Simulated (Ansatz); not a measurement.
Te2Mo: equation of state with r2SCAN+D4

Te2Mo:

```xyz
6
Lattice="3.5182 0.0000 0.0000 -1.7591 3.0469 0.0000 0.0000 0.0000 13.9736" Properties=species:S:1:pos:R:3 pbc="T T T"
Te    1.7591    1.0156    5.2960
Te    0.0000    2.0312   12.2828
Te    1.7591    1.0156    1.6908
Te    0.0000    2.0312    8.6776
Mo    1.7591    1.0156   10.4802
Mo    0.0000    2.0312    3.4934
```

- Program: Ansatz 0.2.0
- Task: equation of state
- Functional: r2SCAN
- Dispersion: D4
- Potentials or basis: Ansatz PAW
- Cutoff: 500 eV
- Density cutoff: 2000 eV
- k mesh: 9 × 9 × 2
- Occupations: fermi-dirac, width 0.05 eV
- Spin: no spin polarisation

```json
{"Equilibrium volume": "25.24 Å³/atom", "Bulk modulus at fixed shape and positions": "101 GPa", "Pressure derivative of the bulk modulus": "4.5"}
```

Energy against volume, from the lowest point:
```
volume (Å³/atom)  energy (meV/atom)
          23.467              44.70
          23.966              21.94
          24.466               7.45
          24.965               0.40
          25.464               0.00
          25.963               5.57
          26.463              16.49
```

All runs of the series together: 44 s on 2 threads of INTEL(R) XEON(R) PLATINUM 8581C CPU @ 2.30GHz (Emerald Rapids) (shared host).

Caveat: the cell was scaled at fixed shape and fractional positions, which overstates the stiffness of a crystal with free parameters, most of all of layers and chains; the PAW data sets were made with another functional, which shifts forces and pressure a little. Spin-orbit coupling is left out, which matters for the levels of Te.
